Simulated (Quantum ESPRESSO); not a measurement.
## Al under changes of volume

One of the cells (16.116 Å³/atom); the others are scaled copies at fixed shape and fractional positions:

```
CELL_PARAMETERS angstrom
-1.59122 1.59122 1.59122
1.59122 -1.59122 1.59122
1.59122 1.59122 -1.59122
ATOMIC_POSITIONS crystal
Al 0.00000 0.00000 0.00000
```

This isn't the form of Al at room conditions, which is fcc.

* Program: Quantum ESPRESSO 7.5
* Functional: LDA
* Potentials or basis: GBRV 1.5 LDA
* Cutoff: 612 eV
* Density cutoff: 4898 eV
* k mesh: 12 × 12 × 12
* Occupations: fermi-dirac, width 0.05 eV
* Spin: no spin polarisation

| volume (Å³/atom) | energy over the lowest point (meV/atom) | pressure (GPa) |
| --- | --- | --- |
| 15.149 | 18.98 | 5.9 |
| 15.471 | 8.99 | 4.0 |
| 15.793 | 2.79 | 2.2 |
| 16.116 | 0.00 | 0.6 |
| 16.438 | 0.36 | -0.9 |
| 16.760 | ? | ? |
| 17.083 | 9.31 | -3.4 |

Question: What does the run at 16.760 Å³/atom give?

Answer: Energy over the lowest point 3.56 meV/atom; pressure -2.2 GPa.

Worked out: A Birch-Murnaghan fit of order 3 (a polynomial in V^(-2/3)) to the other rows has its minimum at 16.24 Å³/atom with B0 = V·E''(V) = 75 GPa and B' = 3.8. It gives 3.54 meV/atom at 16.760 Å³/atom, against the run's 3.56, and -dE/dV = -2.2 GPa, against -2.2.

Energies are extrapolated to zero smearing.
